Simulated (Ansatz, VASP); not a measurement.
# MgAs2: VASP beside Ansatz, part 2 of 2

Aim: how closely do two programs agree when they are given the same cell, functional and k mesh? The cell is generated by rule, not measured, and may not be a known phase. The cell is taken from a series of runs on this material, whose earlier steps may have relaxed, scaled, displaced or heated it; both programs get it as it stands.

VASP 6.6.1 and Ansatz 0.2.0.

So far: Starting point; VASP: zone-centre phonons, PBE with D3(BJ).

The structure was built from a prototype and need not be the compound's stable phase.

## Step 3: Ansatz: zone-centre phonons, PBE with D3(BJ)

Level of this step: Ansatz beside VASP: Kohn-Sham DFT, plane waves, PBE with D3(BJ) (Ansatz).

Ansatz runs on its default PAW (the set named soft_2) files.

The same cell, functional, mesh and smearing now go to Ansatz, which takes its cutoff from its data sets.

File input.yaml:

```yaml
crystal:
  lattice:
    - [2.5967205872, -4.1845851197, 0.0]
    - [2.5967205872, 4.1845851197, 0.0]
    - [0.0, 0.0, 5.3816649072]
  atoms:
    - { symbol: Mg, position: [0.1556979933, 0.8443020067, 0.25] }
    - { symbol: Mg, position: [0.8443020067, 0.1556979933, 0.75] }
    - { symbol: As, position: [0.4926300538, 0.5073699462, 0.75] }
    - { symbol: As, position: [0.8068271257, 0.1931728743, 0.25] }
    - { symbol: As, position: [0.1931728743, 0.8068271257, 0.75] }
    - { symbol: As, position: [0.5073699462, 0.4926300538, 0.25] }
kpoints:
  mp_grid: { grid: [8, 8, 8] }
hamiltonian:
  xc: pbe
  dispersion: d3bj
scf:
  occupations: { method: methfessel_paxton, width: 0.2 }
output:
  eigenvalues: true
phonons:
  method: dfpt
```

Launch:

```sh
ansatz run input.yaml --threads 8 --pin off --max-ram 14336MiB --backend cpu --events-out ev --progress --plain --runs-dir out
```

Numbers of over 12 decimals in the logs are rounded to 6 here.

The program printed:

```text
zone centre: on kpoints.mp_grid the ground state, and the responses unless they are solved on pairs of k-points, stand on 105 of the mesh's 512 k-points, reduced under 4 symmetry operations, with k and −k counted as one. Each operation leaves every solved displacement unchanged or reverses it
Engine: ansatz 0.2.0, x86_64-unknown-linux-gnu
Pseudopotentials: kind: paw
Pseudopotential: Mg, paw, valence charge 10, recommended cutoff 420 eV (normal), Mg.paw.azcp
Pseudopotential: As, paw, valence charge 15, recommended cutoff 420 eV (normal), As.paw.azcp
Functional definition: PBE
  parameter kappa = 0.804
  parameter beta = 0.066725
  exchange = pbe_x(kappa = kappa, mu = beta*pi^2/3)
  correlation = pbe_c(beta = beta)
Crystal: 6 atoms, lattice volume = 116.956 Å³
Basis set: ecut = 420 eV, 2277 PW (Γ), exchange–correlation on 72×72×72 points (8 copies of the dense FFT grid, shifted against one another)
Bands: 48, of which v1, the nominal top of the filled ones, is band 40 counted from 1 (39 counted from 0)
Symmetry: 8 space group operations
k-points: 105 of 512 (irreducible under 4 space group operations, time reversal used)
Non-local potential: Mg, projectors of the file, l = 0: 3, l = 1: 2, l = 2: 1
Non-local potential: As, projectors of the file, l = 0: 2, l = 1: 2, l = 2: 3, l = 3: 1
PAW form: soft (Blöchl's): semilocal exchange-correlation on the pseudo side does not see the compensation charge
PAW one-centre angular grid: Mg, 110 points (default); XC on 64 Gauss nodes
PAW one-centre angular grid: As, 590 points (default); XC on 64 Gauss nodes
Initial density: superposition of atomic densities (neutral atoms: chi_scale 0, normalization atom), corrected by the library's trained network
Initial wavefunctions: pseudopotential atomic-orbital guess
Functional: x = pbe(κ = 0.804, μ = 0.219515), c = pbe(β = 0.066725)
SCF iter   1: F=—  HF=-23275.325651 eV  |F-HF|=—  |Δ(HF+E_count)|=         —  Δρ=3.07e-3  dr2=3.05e-2  ethr=1.77e-3  ⟨swp⟩=6.0  Hψ=18107  notcnv=0
preconditioner: auto → Kerker (q_TF=auto, 2.561 Å⁻¹)  [metal: Δε(μ)=0.009 eV  Ē_g=8.901 eV  σ=0.200 eV  W_gap=0.04  n_scr=28 (ndim 8)  ℏωp=16.8 eV  f_vac=0.000  D(μ)=3.03/eV (n_scr^D=20)]
SCF iter   2: F=—  HF=-23275.319342 eV  |F-HF|=—  |Δ(HF+E_count)|=   6.31e-3  S|Δr|=    0.00e0  Δρ=1.63e-3  dr2=7.84e-3  ethr=3.81e-5  ⟨swp⟩=2.0  Hψ=7430  notcnv=0  defer=1
SCF iter   3: F=—  HF=-23275.317703 eV  |F-HF|=—  |Δ(HF+E_count)|=   1.64e-3  S|Δr|=    0.00e0  Δρ=4.96e-4  dr2=4.80e-4  ethr=9.80e-6  ⟨swp⟩=2.4  Hψ=8109  notcnv=0  defer=1
SCF iter   4: F=—  HF=-23275.317542 eV  |F-HF|=—  |Δ(HF+E_count)|=   1.61e-4  S|Δr|=    0.00e0  Δρ=2.62e-4  dr2=6.80e-5  ethr=6.00e-7  ⟨swp⟩=2.0  Hψ=8203  notcnv=0  defer=1
SCF iter   5: F=—  HF=-23275.317548 eV  |F-HF|=—  |Δ(HF+E_count)|=   6.59e-6  S|Δr|=    0.00e0  Δρ=5.01e-5  dr2=2.78e-6  ethr=8.50e-8  ⟨swp⟩=2.0  Hψ=5797  notcnv=0  defer=1
SCF iter   6: F=—  HF=-23275.317551 eV  |F-HF|=—  |Δ(HF+E_count)|=   2.33e-6  S|Δr|=    0.00e0  Δρ=1.78e-5  dr2=3.49e-7  ethr=3.47e-9  ⟨swp⟩=2.0  Hψ=9032  notcnv=0  defer=1
SCF iter   7: F=—  HF=-23275.317551 eV  |F-HF|=—  |Δ(HF+E_count)|=   2.92e-8  S|Δr|=    0.00e0  Δρ=3.75e-6  dr2=2.37e-8  ethr=4.36e-10  ⟨swp⟩=2.0  Hψ=8241  notcnv=0  defer=1
SCF iter   8: F=—  HF=-23275.317551 eV  |F-HF|=—  |Δ(HF+E_count)|=   5.84e-9  S|Δr|=    0.00e0  Δρ=1.52e-6  dr2=3.91e-9  ethr=2.97e-11  ⟨swp⟩=2.0  Hψ=8854  notcnv=0  defer=1
SCF iter   9: F=—  HF=-23275.317551 eV  |F-HF|=—  |Δ(HF+E_count)|=   7.71e-9  S|Δr|=    0.00e0  Δρ=9.28e-7  dr2=1.81e-9  ethr=4.88e-12  ⟨swp⟩=2.0  Hψ=9083  notcnv=0  defer=1
SCF iter  10: F=—  HF=-23275.317551 eV  |F-HF|=—  |Δ(HF+E_count)|=  1.16e-10  S|Δr|=    0.00e0  Δρ=2.01e-7  dr2=8.94e-11  ethr=2.26e-12  ⟨swp⟩=2.0  Hψ=5869  notcnv=0  defer=1
SCF iter  11: F=-23275.317551 eV  HF=-23275.317551 eV  |F-HF|=0.00e0  |Δ(HF+E_count)|=  1.09e-11  S|Δr|=    0.00e0  Δρ=6.02e-8  dr2=6.15e-12  ethr=1.00e-12  ⟨swp⟩=9.2  Hψ=27232  notcnv=0
SCF 1 converged in 11 iterations: F = -23275.317551 eV  dr2 = 6.15e-12
  greatest PAW one-centre occupation: 1.000 electrons in one spin orbital (limit 2), on the Mg atom at site 1 (counted from 0), in its partial waves of l = 0
DFPT response loops at Γ: preconditioner auto → Kerker (q_TF=auto, 2.561 Å⁻¹) (partly filled bands, converged f_vac=0.000); β = 1.00, the filter's whole step (`scf.mixing.beta` (0.50) is not read by the response loops under this deck's `scf.mixing.preconditioner`; to damp them name `kerker` or `kerker_dos`, under which they read `scf.mixing.beta`, and type it under 1.00, their step now; both keys bind the ground state too); Broyden in place of MSR1
SCF converged after 11 iterations
Stability not checked: this state was not tested for a lower state beside it, because cold or Methfessel-Paxton smearing, or corrected tetrahedra, fill the levels in a way that the test cannot read (fill_not_monotonic; see scf.lower_state_search)
Free energy (F): -23275.317551 eV
Harris-Foulkes:  -23275.317551 eV  (|F-HF|=0.00e0)
Internal energy: -23275.311403 eV  (E = F + TS)
E sigma→0 (E₀):  -23275.316014 eV
Entropy (-TS):   -0.006148 eV (-1.025 meV/atom)
Fermi energy:    10.177505 eV
--- Per-component energies (eV) ---
  E_band       = -1564.168596
  E_kinetic    = 565.921918
  E_local      = -9466.318818  (includes V_loc(G=0)·N_el)
  E_nonlocal   = -2492.022521
  E_hartree    = 4674.349004
  E_xc         = -376.937158
  E_vxc        = -394.601040  (∫ρ·V_xc dr)
  E_paw        = -7924.158486  (= ΣΔE_a)
  E_vpaw       = 874.153801  (= ΣTr[D̂ρ^β])
  E_aug_tail   = 0.000026  (compensation charges beyond the density's cutoff)
  E_ewald      = -8253.655351
  E_disp       = -2.490018  (pairwise vdW)
  E_smearing   = -0.006148  (= −TS)
  E_closure    = -0.000000  (closes the sum)
  Σ components = -23275.317551   (vs F -23275.317551, Δ=0.00e0)
--- Band table (eV; the first three rows and the last of 105) ---
  k-point 0: bands = [... 36 lower, 6.9266, 8.5522, 9.4311, 9.6151, 9.7328, 10.0292, 11.5070, 11.8882, ... 4 higher]
  k-point 1: bands = [... 36 lower, 6.9866, 8.5218, 9.2394, 9.2553, 9.5491, 10.0476, 11.3792, 12.1099, ... 4 higher]
  k-point 2: bands = [... 36 lower, 7.1575, 8.5929, 8.6709, 8.7858, 9.1091, 9.9199, 10.9065, 12.9346, ... 4 higher]
  k-point 104: bands = [... 36 lower, 9.1981, 9.1981, 10.1636, 10.1636, 12.0811, 12.0811, 12.1001, 12.1001, ... 4 higher]
--- Phonons (Γ-DFPT): 9 representative perturbations + reference, on 105 of 512 k-points (Σ response iterations 27) ---
  k mesh reduced under 4 symmetry operations, with k and −k counted as one. Each operation leaves every solved displacement unchanged or reverses it
  ASR residual: 2.805e-4 → 0.000e0 eV/Å²; symmetrization residual: 5.964e-6 eV/Å²
  pairwise dispersion correction: d3bj (s6 = 1.0, s8 = 0.7875, a1 = 0.4289, a2_bohr = 4.4407), with the weights of each atom's references fixed at the reference crystal's, and the forces and stress that the weights' published response gives there kept as a pressure on the atom's counted neighbours (hamiltonian.dispersion)
  ASR residual per site (eV/Å²): 2.81e-4 2.81e-4 2.58e-5 6.12e-5 6.12e-5 2.58e-5
  Γ frequencies (cm⁻¹): -198.46 -93.39 -79.55 0.00 0.00 0.00 56.15 62.53 64.74 67.50 168.32 171.76 172.76 178.63 213.63 218.11 256.80 276.49
  non-analytic LO–TO correction: not included (Born effective charges unavailable; polar crystals: no LO–TO splitting at Γ)
```

## Step 4: Side by side

Known differences besides the potentials themselves: the data sets hold 80 valence electrons in Ansatz (on its default PAW (the set named soft_2) files) and 24 in VASP; the cutoff is 420 eV in Ansatz and 600 eV in VASP; Ansatz takes the dispersion share of the force constants at frozen C6 weights, VASP differentiates the full forces; VASP uses finite displacements, Ansatz perturbation theory. Total energies have different zeros and are not compared.

Compared:

| quantity | Ansatz | VASP | difference |
| --- | --- | --- | --- |
| optical mode 1 (imaginary, printed as negative) (cm⁻¹) | -198.5 | -193.6 | -4.9 |
| optical mode 2 (imaginary, printed as negative) (cm⁻¹) | -93.4 | -92.6 | -0.8 |
| optical mode 3 (imaginary, printed as negative) (cm⁻¹) | -79.5 | -79.6 | 0.0 |
| optical mode 4 (cm⁻¹) | 56.1 | 56.3 | -0.23 % |
| optical mode 5 (cm⁻¹) | 62.5 | 62.4 | +0.25 % |
| optical mode 6 (cm⁻¹) | 64.7 | 64.6 | +0.22 % |
| optical mode 7 (cm⁻¹) | 67.5 | 67.5 | +0.02 % |
| optical mode 8 (cm⁻¹) | 168.3 | 170.6 | -1.36 % |
| optical mode 9 (cm⁻¹) | 171.8 | 174.3 | -1.43 % |
| optical mode 10 (cm⁻¹) | 172.8 | 174.8 | -1.15 % |
| optical mode 11 (cm⁻¹) | 178.6 | 179.2 | -0.32 % |
| optical mode 12 (cm⁻¹) | 213.6 | 214.2 | -0.28 % |
| optical mode 13 (cm⁻¹) | 218.1 | 218.6 | -0.23 % |
| optical mode 14 (cm⁻¹) | 256.8 | 257.8 | -0.39 % |
| optical mode 15 (cm⁻¹) | 276.5 | 277.4 | -0.34 % |

Modes are paired by rising frequency, not by their patterns, so a pair may set unlike modes beside each other; they are those without the splitting of longitudinal modes.

## Step 5: Summary of results

| Property | Result |
| --- | --- |
| r.m.s. difference of the optical zone-centre modes, each program's sorted by frequency (zone-centre phonons, PBE with D3(BJ)) | 1.7 cm⁻¹ |
| difference in optical mode 9 (zone-centre phonons, PBE with D3(BJ)) | -1.4 % |

The r.m.s. difference of the optical zone-centre modes, each program's sorted by frequency is 1.7 cm⁻¹ (zone-centre phonons, PBE with D3(BJ)). The data sets hold unlike numbers of valence electrons (80 in Ansatz and 24 in VASP), so part of the differences comes from the potentials. Among the rows given in per cent, the largest difference of the zone-centre phonons, PBE with D3(BJ) pair is in optical mode 9, -1.4 %. How closely two codes agree says nothing of how well the functional describes the real material.

[Lines on the potential files, build, host, timing and source positions are cut from VASP's logs without a mark.]

[Logs are printed without paths, hosts, clocks, repeated set-up lines and the standing remarks that a program may print on its own settings, such as how far it seeks lower states.]

[Hosts, paths, dates, database ids (printed as entryN), source tags and the programs' standing remarks are cut or masked in the printed files.]
